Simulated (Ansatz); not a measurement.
# Na: response to strain

Na is deformed so: xy engineering shear strain of -4 %. What stress and forces result, by LAPW, PAW and all-electron datasets made for the crystal?

Program: Ansatz 0.2.0. Level of theory: DFT PBE, scalar-relativistic. These are calculated values, not measurements.

### Step 1. The starting structure

The structure is hexagonal, space group P6_3/mmc (No. 194). The conventional cell has a = 3.767 Å, b = 3.767 Å, c = 6.154 Å, α = 90.00°, β = 90.00°, γ = 120.00°. Na (site symmetry -6m2) is surrounded by 12 Na at 3.77 Å.

Structure file:

```cif
data_structure
_symmetry_space_group_name_H-M 'P 1'
_symmetry_Int_Tables_number 1
_cell_length_a 3.7670
_cell_length_b 3.7670
_cell_length_c 6.1540
_cell_angle_alpha 90.000
_cell_angle_beta 90.000
_cell_angle_gamma 120.000
_cell_volume 75.63
loop_
_atom_site_label
_atom_site_type_symbol
_atom_site_fract_x
_atom_site_fract_y
_atom_site_fract_z
_atom_site_occupancy
Na1 Na 0.33333 0.66667 0.25000 1
Na2 Na 0.66667 0.33333 0.75000 1
```

Atoms are numbered in the order of the input: Na1, Na2.

### Step 2. After the deformation

Space group P6_3/mmc before, P2_1/m after.

### Step 3. LAPW, all electrons

Contents of input.yaml:

```yaml
crystal:
  lattice:
    - [3.7670009976, -0.07534002, 0.0]
    - [-1.94874687, 3.29998857, 0.0]
    - [0.0, 0.0, 6.154]
  atoms:
    - { symbol: Na, position: [0.3333333333, 0.6666666667, 0.25] }
    - { symbol: Na, position: [0.6666666667, 0.3333333333, 0.75] }
kpoints:
  mp_grid: { grid: [11, 11, 6] }
scf:
  occupations: { method: fermi_dirac, width: 0.05 }
hamiltonian:
  xc: pbe
  pseudopotentials: { kind: all_electron, lapw: { basis_error: 0.0005 } }
output:
  forces: true
  stress: true
  eigenvalues: true
```

Launch:

```sh
> ansatz run input.yaml --threads 1 --pin off --max-ram 2048MiB --backend cpu --events-out ev --progress --plain --runs-dir out
```

### Step 4. Frozen-core PAW

Changes to input.yaml since step 3:

```diff
@@ -14,3 +14,3 @@
   xc: pbe
-  pseudopotentials: { kind: all_electron, lapw: { basis_error: 0.0005 } }
+  pseudopotentials: { kind: paw }
 output:
@@ -19 +19,6 @@
   eigenvalues: true
+  efg: { contact_densities: true }
+  write_density: true
+  write_potential: true
+  elf: true
+  volumetric_format: npy
```

### Step 5. All-electron PAW on datasets made for the crystal

Changes to input.yaml since step 4:

```diff
@@ -14,3 +14,3 @@
   xc: pbe
-  pseudopotentials: { kind: paw }
+  pseudopotentials: { kind: all_electron, datasets: crystal }
 output:
@@ -20,5 +20 @@
   efg: { contact_densities: true }
-  write_density: true
-  write_potential: true
-  elf: true
-  volumetric_format: npy
```

(Steps that only read results are left out.)

Q: Predict the outcome of this session. Wanted: pressure; largest shear or deviatoric stress.

As calculated:

| quantity | value |
| --- | --- |
| pressure | LAPW -0.13, PAW -0.14, crystal datasets -0.13 GPa |
| largest shear or deviatoric stress (LAPW) | 0.15 GPa |

The largest part of the stress beyond the pressure is 0.15 GPa in size, in the zz component; the atoms are carried along and not relaxed. No run of the undeformed cell stands beside it, so pressure and stress hold what the given cell had before the change, as far as its symmetry allows. PAW: stress within 0.02 GPa of LAPW. Crystal datasets: stress within 0.01 GPa of LAPW.
